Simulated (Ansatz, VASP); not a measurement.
Na: VASP beside Ansatz

```xyz
1
Lattice="-2.0576 2.1436 2.1993 2.1081 -2.0831 2.1894 2.0920 2.1175 -2.1388" Properties=species:S:1:pos:R:3 pbc="T T T"
Na   -0.0089   -0.0136    0.0080
```

Change from the starting cell: cell strained at random at fixed volume.

Alike in both runs: task single point; functional PBE; k mesh 9 × 9 × 9; occupations fermi-dirac, width 0.05 eV; no spin polarisation.

```csv
,VASP,Ansatz
version,VASP 6.6.1,Ansatz 0.2.0
potentials or method,"VASP PAW PBE potentials, release 64 (Na_pv), cutoff 520 eV","all-electron LAPW, scalar-relativistic"
```

|  | VASP | Ansatz | Ansatz less VASP |
| --- | --- | --- | --- |
| gap on the k mesh at the Fermi level (eV) | none | none | - |
| pressure (GPa) | -0.4 | -0.4 | +0.02 |
| largest component of the traceless stress (GPa) | 0.20 | 0.20 | 0.000 |

A gap of «none» marks a metal or a gap that the smearing closes. Ansatz ran all-electron here, so the differences hold the error of VASP's frozen core and of both bases.
